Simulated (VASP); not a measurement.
BaS in VASP 6.6.1, single-point calculation

INCAR

```
PREC = Accurate
LREAL = .FALSE.
IBRION = -1
NELM = 120
ENCUT = 520
LWAVE = .FALSE.
NSW = 0
ISMEAR = 0
EDIFF = 1E-7
ISIF = 2
SIGMA = 0.01
LASPH = .TRUE.
GGA = PS
ADDGRID = .TRUE.
NBANDS = 15
LCHARG = .FALSE.
```

KPOINTS

```
KPOINTS created by Atomic Simulation Environment
0
Monkhorst-Pack
8 8 8
0 0 0
```

POSCAR

```
Ba S
 1.0000000000000000
     0.0000000000000000    3.2117958737464081    3.2117958737464081
     3.2117958737464081    0.0000000000000000    3.2117958737464081
     3.2117958737464081    3.2117958737464081   -0.0000000000000000
 Ba  S
   1   1
Cartesian
 -0.0000000000000000 -0.0000000000000000 -0.0000000000000000
  3.2117958737464081  3.2117958737464081  3.2117958737464081
```

The recommended PBE PAW datasets give the neutral cell 16 valence electrons.

Command

```
mpirun -np 1 vasp_std
```

Q: Predict the outcome of this run.

A: It converged. Results: gap between bands v and c on the k mesh 2.17 eV; least direct gap on the k mesh 2.30 eV; pressure -1.2 GPa. Band v is the last that the valence electrons fill when counted band by band, and c is the next.

OSZICAR

```
N       E                     dE             d eps       ncg     rms          rms(c)
DAV:   1     0.812562055879E+02    0.81256E+02   -0.66998E+03  1800   0.917E+02
DAV:   2    -0.635299547015E+01   -0.87609E+02   -0.79596E+02  2481   0.167E+02
DAV:   3    -0.110533683850E+02   -0.47004E+01   -0.46661E+01  2467   0.411E+01
DAV:   4    -0.111487207445E+02   -0.95352E-01   -0.95334E-01  2374   0.583E+00
DAV:   5    -0.111501275078E+02   -0.14068E-02   -0.14067E-02  2536   0.597E-01    0.448E+00
DAV:   6    -0.107138511871E+02    0.43628E+00   -0.57435E-01  2073   0.460E+00    0.306E+00
DAV:   7    -0.107065175943E+02    0.73336E-02   -0.13885E-01  2349   0.207E+00    0.172E+00
DAV:   8    -0.107123825119E+02   -0.58649E-02   -0.20920E-02  2017   0.927E-01    0.258E-01
DAV:   9    -0.107115829497E+02    0.79956E-03   -0.28416E-03  2388   0.325E-01    0.123E-01
DAV:  10    -0.107120471054E+02   -0.46416E-03   -0.54995E-04  1961   0.154E-01    0.266E-02
DAV:  11    -0.107120606706E+02   -0.13565E-04   -0.39260E-05  2423   0.378E-02    0.898E-03
DAV:  12    -0.107120616574E+02   -0.98683E-06   -0.31297E-06  2059   0.112E-02    0.545E-03
DAV:  13    -0.107120615771E+02    0.80293E-07   -0.21346E-07  2438   0.291E-03
   1 F= -.10712062E+02 E0= -.10712062E+02  d E =-.155768E-30
```

The shifted mesh misses Γ, so a band edge there is missed.

For comparison, a separate PBEsol run of the intended cell, on usual settings and not on those above, gives a gap of 2.01 eV on its mesh and a pressure of -1.2 GPa.
